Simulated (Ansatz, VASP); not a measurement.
## AlNi: VASP beside Ansatz

```xyz
4
Lattice="3.6079 0.0000 0.0000 -1.8039 3.1245 0.0000 0.0000 0.0000 5.0415" Properties=species:S:1:pos:R:3 pbc="T T T"
Ni    0.0000    0.0000    0.0000
Ni    0.0000    0.0000    2.5208
Al    0.0000    2.0830    1.2604
Al    1.8039    1.0415    3.7811
```

Alike in both runs: task single point; functional PBE; k mesh 10 × 10 × 6; occupations fermi-dirac, width 0.08 eV; no spin polarisation.

```csv
,VASP,Ansatz
version,VASP 6.6.1,Ansatz 0.2.0
potentials or method,"VASP PAW PBE potentials, release 64 (Ni, Al), cutoff 520 eV","all-electron LAPW, scalar-relativistic"
```

|  | VASP | Ansatz | Ansatz less VASP |
| --- | --- | --- | --- |
| pressure (GPa) | 0.0 | 0.0 | +0.01 |
| largest component of the traceless stress (GPa) | 0.11 | 0.00 | -0.108 |

Ansatz ran all-electron here, so the differences hold the error of VASP's frozen core and of both bases.

Spin polarisation is off, so any magnetic state and its effect on volume and gap are missing.
